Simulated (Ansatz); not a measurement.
The system is Sn.

```
CELL_PARAMETERS angstrom
-2.94014 2.94014 1.59930
2.94014 -2.94014 1.59930
2.94014 2.94014 -1.59930
ATOMIC_POSITIONS crystal
Sn 0.00000 0.00000 0.00000
Sn 0.75000 0.25000 0.50000
```

- Program: Ansatz 0.2.0
- Task: relaxation of cell and atoms
- Functional: PBEsol
- Dispersion: D3(BJ)
- Potentials or basis: all-electron LAPW, scalar-relativistic
- Basis error allowed: 0.001 eV/atom
- k mesh: 9 × 9 × 9
- Occupations: fermi-dirac, width 0.05 eV
- Spin: no spin polarisation

At the start: volume 27.65 Å³/atom.

Question: How do energy, volume and symmetry change on relaxing?

Answer: Over 6 steps the energy falls by 23.8 meV/atom and the volume is 25.75 Å³/atom (-6.9 %); space group I4_1/amd (No. 141, to 0.05 Å).

The path:
```
step  energy change (eV)  largest force (eV/Å)  volume (Å³)
   1              0.0000                0.0000        55.30
   2             -0.0383                0.0000        50.03
   3             -0.0474                0.0000        51.72
   4             -0.0476                0.0000        51.52
   5             -0.0476                0.0000        51.50
   6             -0.0476                0.0000        51.50
```

Final structure:
```
Sn
1.0
    -2.87977    2.87977    1.55256
     2.87977   -2.87977    1.55256
     2.87977    2.87977   -1.55256
Sn
2
Direct
  0.00000 0.00000 0.00000
  0.75000 0.25000 0.50000
```
